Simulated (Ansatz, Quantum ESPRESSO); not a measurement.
# graphene, 1 layer: the upper vacuum line at the top atoms, over the zero at a withheld member of a series

**Set-up.** Quantum ESPRESSO 7.5, PBE, GBRV ultrasoft. Cell and atoms are relaxed without a field with a D3(BJ) correction and then held. Sawtooth field with dipole correction, 17 Å of vacuum in the starting cell, Fermi-Dirac smearing of 0.002 Ry; bands along a path at each field. The mesh is dense, to resolve K. The series steps the field along the normal.

| field along the normal | upper vacuum line at the top atoms, over the zero (eV) |
| --- | --- |
| 0 V/Å | 4.252 |
| 0.05 V/Å | 4.200 |
| 0.1 V/Å | 4.148 |
| 0.2 V/Å | 4.046 |
| 0.3 V/Å | 3.943 |

To predict: What is the upper vacuum line at the top atoms, over the zero at 0.4 V/Å?

**Fit.** The rows at 0.2 V/Å and 0.3 V/Å give a slope of (3.943 − (4.046))/(0.3 − (0.2)) = −1.03, so a straight line gives 3.840 eV. A parabola through these and the row at 0.1 V/Å gives 3.839 eV.

What the calculation gave: 3.842 eV. The line misses by −0.002 and the parabola by −0.003 eV. Both misses are under 5 % of the step from the nearer row.

Caveats: Ions are held; semilocal gaps are too small; in strong fields empty levels can belong to the vacuum; one stacking. Members without a usable value, or on the other side of zero field or charge, are not listed.
